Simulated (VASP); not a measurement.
Write the native input for VASP 6.6.1 that does the following.

```yaml
Task: relaxation of cell and atoms
Functional: PBE
Potentials_or_basis: VASP PAW PBE potentials, release 64 (Ir)
Cutoff: 600 eV
k_mesh: 6 × 6 × 4
Occupations: gaussian, width 0.1 eV
Spin: no spin polarisation
Dipole_correction: no
Further_INCAR_settings: ALGO = Normal; EDIFF = 1e-07; IBRION = 2; EDIFFG = -0.04; NSW = 90; ISIF = 3
```

The structure of Ir lies in POSCAR:

```
Ir
1.0
    1.5276580251     -4.8460450948      0.0000000000
    1.5276580251      4.8460450948      0.0000000000
    0.0000000000      0.0000000000      4.0429861934
Ir
4
Direct
    0.0980000000      0.9020000000      0.9100000000
    0.5980000000      0.4020000000      0.5900000000
    0.9020000000      0.0980000000      0.0900000000
    0.4020000000      0.5980000000      0.4100000000
```

The cell was built by a generator and needn't be a form met in nature.

The input as run:

INCAR

```
ALGO = Normal ; EDIFF = 1E-7
EDIFFG = -0.04 ; ENCUT = 600
GGA = PE ; IBRION = 2
ISIF = 3 ; ISMEAR = 0
LASPH = True ; LCHARG = False
LREAL = False ; LWAVE = False
NELM = 100 ; NSW = 90
PREC = Accurate ; SIGMA = 0.1
```

KPOINTS

```
k-points
0
Gamma
  6 6 4
```

Potentials or basis: VASP PAW PBE potentials, release 64 (Ir).

Launch:

```sh
$ cat potpaw_PBE.64/Ir/POTCAR > POTCAR
$ mpirun -np 1 vasp_std > vasp.out
```

It gave:

```json
{
  "Relaxed volume": "15.36 Å³/atom",
  "Relaxed cell": "a = 5.112 Å, b = 5.112 Å, c = 4.620 Å, α = 90.00°, β = 90.00°, γ = 149.41°",
  "Space group after relaxing (to 0.05 Å)": "Fmmm (No. 69)",
  "Energy gained by relaxing": "4971.5 meV/atom",
  "Ionic steps": "28",
  "Pressure after relaxing": "0.3 GPa",
  "Largest force after relaxing": "0.038 eV/Å"
}
```

Caveat: the k mesh is coarse (spacing up to 0.39 Å⁻¹), so the values aren't converged.

It took 19 min on 1 thread of Intel(R) Xeon(R) 6975P-C (Granite Rapids), on a shared host, peak memory 0.27 GiB.
